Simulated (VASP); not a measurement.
## TlBr: single point with PBE+D3(BJ)

The system is TlBr.

```
Tl Br
1.0
     3.93980    0.00000    0.00000
     0.00000    3.93980    0.00000
     0.00000    0.00000    3.93980
Tl Br
1 1
Direct
  0.00000 0.00000 0.00000
  0.50000 0.50000 0.50000
```

```json
{
  "Program": "VASP 6.6.1",
  "Task": "single point",
  "Functional": "PBE",
  "Dispersion": "D3(BJ)",
  "Potentials or basis": "VASP PAW PBE potentials, release 64 (Tl_d, Br)",
  "Cutoff": "520 eV",
  "k mesh": "8 × 8 × 8",
  "Occupations": "gaussian, width 0.02 eV",
  "Spin": "no spin polarisation",
  "Dipole correction": "no",
  "Further INCAR settings": "ALGO = Normal; EDIFF = 1e-07; NBANDS = 17"
}
```

```yaml
Pressure: 0.6 GPa
Band_gap_on_the_k_mesh: 1.78 eV, direct
Dispersion_energy_per_atom: -0.282 eV
```

Levels at points of the mesh, in eV from the valence-band top:
```
           k point  band 6  band 7  band 8  band 9  band 10  band 11  band 12  band 13  band 14  band 15
(0.00, 0.00, 0.00)   -9.98   -4.73   -1.44   -1.44    -1.44     6.92     6.92     7.33     7.33     7.33
(0.50, 0.00, 0.00)   -9.97   -5.73   -0.91   -0.91     0.00     1.78     5.75     5.75     7.89    10.45
(0.50, 0.50, 0.00)   -9.92   -3.81   -3.15   -3.15    -0.83     4.90     4.90     7.48     7.67    10.44
(0.50, 0.50, 0.50)   -9.92   -2.75   -2.08   -2.08    -2.08     2.01     2.01     2.01    13.00    13.00
```

Run time: 16 s on 1 thread of AMD EPYC 9R45 (Zen 5) (shared host), peak memory 0.16 GiB.

Caveat: spin-orbit coupling is left out, which as a rule narrows the gap of such compounds by several tenths of an eV. A k mesh can miss the band edges.
